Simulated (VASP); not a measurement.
Runs of VASP 6.6.1 on KTaO3. The structure is cubic, space group Pm-3m (No. 221). Conventional cell: a = 3.988 Å, b = 3.988 Å, c = 3.988 Å, α = 90.00°, β = 90.00°, γ = 90.00°. Around Ta (site symmetry m-3m) lie 6 O at 1.99 Å. K (site symmetry m-3m) has 12 O at 2.82 Å as nearest neighbours. O (site symmetry 4/mmm) has 2 Ta at 1.99 Å as nearest neighbours. 

```tsv
level	potentials or basis	k mesh	grid for exact exchange (PRECFOCK)	exchange at q = 0	share of exact exchange	screening parameter	gap on the mesh (eV)	pressure (GPa)
r2SCAN-EpsX	VASP PAW PBE potentials, release 64 (Ta_pv, K_sv, O)	4 × 4 × 4	Fast	truncated	0.1846	-	4.03	-1.8
PBE	VASP PAW PBE potentials, release 64 (Ta_pv, K_sv, O)	8 × 8 × 8	-	-	-	-	2.18	-
r2SCAN	VASP PAW PBE potentials, release 64 (Ta_pv, K_sv, O)	8 × 8 × 8	-	-	-	-	2.60	1.2
HSE03	VASP PAW PBE potentials, release 64 (Ta_pv, K_sv, O)	4 × 4 × 4	Fast	-	-	-	3.24	0.3
PBE0	VASP PAW PBE potentials, release 64 (Ta_pv, K_sv, O)	4 × 4 × 4	Fast	truncated	-	-	(b)	-0.1
TB-mBJ	VASP PAW PBE potentials, release 64 (Ta_pv, K_sv, O)	8 × 8 × 8	-	-	-	-	(a)	-
LDA	VASP PAW LDA potentials, release 64 (Ta_pv, K_sv, O)	8 × 8 × 8	-	-	-	-	2.02	-
HSE06	VASP PAW PBE potentials, release 64 (Ta_pv, K_sv, O)	4 × 4 × 4	Fast	-	-	0.2 1/A	3.51	0.0
```

Alike in all rows: task band structure; no spin polarisation; cell as given; cutoff (eV) 520; smearing gaussian 0.02 eV.

**Question.** Estimate the missing entries.

**Answer.** (a) 3.50; (b) 4.23.

Caveats: spin-orbit coupling is left out, which moves the levels of the heavy elements; the PAW data sets were made with another functional, which shifts forces and pressure a little (some runs).

A k mesh can miss the band edges, and the runs leave out spin-orbit coupling on Ta.

Not every run made on this cell is shown here.
